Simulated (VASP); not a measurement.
ZnSe in VASP 6.6.1, single-point calculation

INCAR

```
PREC = Accurate
LREAL = .FALSE.
ISPIN = 2
ENCUT = 520
LCHARG = .FALSE.
IBRION = -1
LWAVE = .FALSE.
NBANDS = 16
NSW = 0
MAGMOM = 0.5 0.5
ISMEAR = 1
SIGMA = 0.01
GGA = PE
LASPH = .TRUE.
NELM = 120
ISIF = 2
EDIFF = 1E-8
```

KPOINTS

```
KPOINTS created by Atomic Simulation Environment
0
Gamma
8 8 8
0 0 0
```

POSCAR

```
Zn Se
 1.0000000000000000
     0.0000000000000000    2.8324206844000002    2.8890690980999998
     2.8324206844000002    0.0000000000000000    2.8890690980999998
     2.8324206844000002    2.8324206844000002    0.0000000000000000
 Zn  Se
   1   1
Cartesian
  0.0000000000000000  0.0000000000000000  0.0000000000000000
  1.4162103422000001  1.4162103422000001  1.4445345490500001
```

The recommended PBE PAW datasets give the neutral cell 18 valence electrons.

Command

```
mpirun -np 1 vasp_std
```

OSZICAR

```
N       E                     dE             d eps       ncg     rms          rms(c)
DAV:   1     0.882202977876E+02    0.88220E+02   -0.84294E+03  3776   0.123E+03
DAV:   2    -0.597177652501E+00   -0.88817E+02   -0.83493E+02  4240   0.255E+02
DAV:   3    -0.617503653514E+01   -0.55779E+01   -0.55534E+01  4648   0.619E+01
DAV:   4    -0.621962307611E+01   -0.44587E-01   -0.44582E-01  4640   0.587E+00
DAV:   5    -0.621983601142E+01   -0.21294E-03   -0.21293E-03  4752   0.370E-01    0.590E+00
DAV:   6    -0.603669675414E+01    0.18314E+00   -0.55593E-01  5352   0.235E+01    0.376E+00
DAV:   7    -0.602749134541E+01    0.92054E-02   -0.14857E-01  4176   0.327E+00    0.202E+00
DAV:   8    -0.602789839165E+01   -0.40705E-03   -0.13338E-02  4304   0.995E-01    0.786E-01
DAV:   9    -0.602781409733E+01    0.84294E-04   -0.10546E-03  4880   0.428E-01    0.280E-01
DAV:  10    -0.602787349519E+01   -0.59398E-04   -0.45469E-04  4704   0.215E-01    0.699E-02
DAV:  11    -0.602793295267E+01   -0.59457E-04   -0.70665E-05  4800   0.933E-02    0.381E-02
DAV:  12    -0.602796754654E+01   -0.34594E-04   -0.27240E-05  4552   0.369E-02    0.226E-02
DAV:  13    -0.602797212770E+01   -0.45812E-05   -0.46035E-06  4792   0.151E-02    0.377E-03
DAV:  14    -0.602797271751E+01   -0.58981E-06   -0.42211E-07  4616   0.598E-03    0.178E-03
DAV:  15    -0.602797300171E+01   -0.28420E-06   -0.37244E-07  4584   0.357E-03    0.770E-04
DAV:  16    -0.602797298624E+01    0.15463E-07   -0.18625E-08  4864   0.159E-03    0.233E-04
DAV:  17    -0.602797299166E+01   -0.54158E-08   -0.24304E-09  3296   0.431E-04
   1 F= -.60279730E+01 E0= -.60279730E+01  d E =0.480258E-32  mag=    -0.0000
```

It converged. Results: pressure 1.2 GPa; magnetic moment of the cell 0.00 μB.

For comparison, a separate PBE run of the intended cell, on usual settings and not on those above, gives a gap of 1.19 eV on its mesh and a pressure of 1.1 GPa.

The run above took about 93 s on one core of a shared host (Intel Xeon Platinum 8488C) and held 0.23 GiB at most.
